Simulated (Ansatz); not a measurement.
Zn:

```
Zn
1.0
     3.77113    0.00000    0.00000
     0.00000    3.77113    0.00000
     0.00000    0.00000    3.77113
Zn
3
Direct
  0.00000 0.50000 0.50000
  0.50000 0.00000 0.50000
  0.50000 0.50000 0.00000
```

The cell was built by a generator and needn't be a form met in nature.

Base run:

| Item | Value |
| --- | --- |
| Program | Ansatz 0.2.0 |
| Functional | BLYP |
| Potentials or basis | Ansatz PAW |
| Cutoff | 420 eV |
| Density cutoff | 1680 eV |
| k mesh | 7 × 7 × 7 |
| Occupations | fermi-dirac, width 0.05 eV |
| Spin | no spin polarisation |

Its results: band gap on the k mesh none (metal or under the smearing width); pressure 4.1 GPa.

**Question.** The run is repeated on the same cell with these changes: functional from BLYP to PBEsol. What comes out?

**Answer.** Band gap on the k mesh none (metal or under the smearing width); pressure -4.5 GPa.

PBEsol binds more tightly than BLYP, so the same cell stands under less pressure.

Caveats: the PAW data sets come from PBE, with cores solved anew for the run's functional, which leaves a small shift of forces and pressure; the potentials were made for another functional, which shifts forces and pressure (some runs).

Not every run made on this cell is shown here.
